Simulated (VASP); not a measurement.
Pt: relaxation of cell and atoms with PBE

Crystal: Pt.

```
Pt
1.0
     0.00000    1.98349    1.98349
     1.98349    0.00000    1.98349
     1.98349    1.98349    0.00000
Pt
1
Direct
  0.00000 0.00000 0.00000
```

```json
{
 "Program": "VASP 6.6.1",
 "Task": "relaxation of cell and atoms",
 "Functional": "PBE",
 "Potentials or basis": "VASP PAW PBE potentials, release 64 (Pt)",
 "Cutoff": "600 eV",
 "k mesh": "16 × 16 × 16",
 "Occupations": "methfessel-paxton, width 0.1 eV",
 "Spin": "no spin polarisation",
 "Further INCAR settings": "ALGO = Normal; EDIFF = 1e-07; IBRION = 2; EDIFFG = -0.005; NSW = 90; ISIF = 3"
}
```

- Pressure after relaxing: 0.0 GPa
- Band gap on the k mesh: none (metal or under the smearing width)

Final structure:
```
Pt
1.0
     0.00000    1.98349    1.98349
     1.98349    0.00000    1.98349
     1.98349    1.98349    0.00000
Pt
1
Direct
  0.00000 0.00000 0.00000
```

Levels at points of the mesh, in eV from the Fermi level:
| k point | band 1 | band 2 | band 3 | band 4 | band 5 | band 6 | band 7 | band 8 | band 9 |
| --- | --- | --- | --- | --- | --- | --- | --- | --- | --- |
| (0.00, 0.00, 0.00) | -9.81 | -3.56 | -3.56 | -3.56 | -1.52 | -1.52 | 14.76 | 19.53 | 19.53 |
| (0.50, 0.00, 0.00) | -6.95 | -3.62 | -3.62 | -0.30 | 0.05 | 0.05 | 5.61 | 14.32 | 18.77 |
| (0.50, 0.50, 0.00) | -6.68 | -6.24 | 0.02 | 0.48 | 0.48 | 1.88 | 8.54 | 11.32 | 11.32 |

Run time: 7.3 s on 1 thread of Intel(R) Xeon(R) 6975P-C (Granite Rapids) (shared host), peak memory 0.16 GiB.

Caveat: the relaxation stopped at its first step, so nothing moved. The run has no spin-orbit coupling, so splittings on Pt are missing.
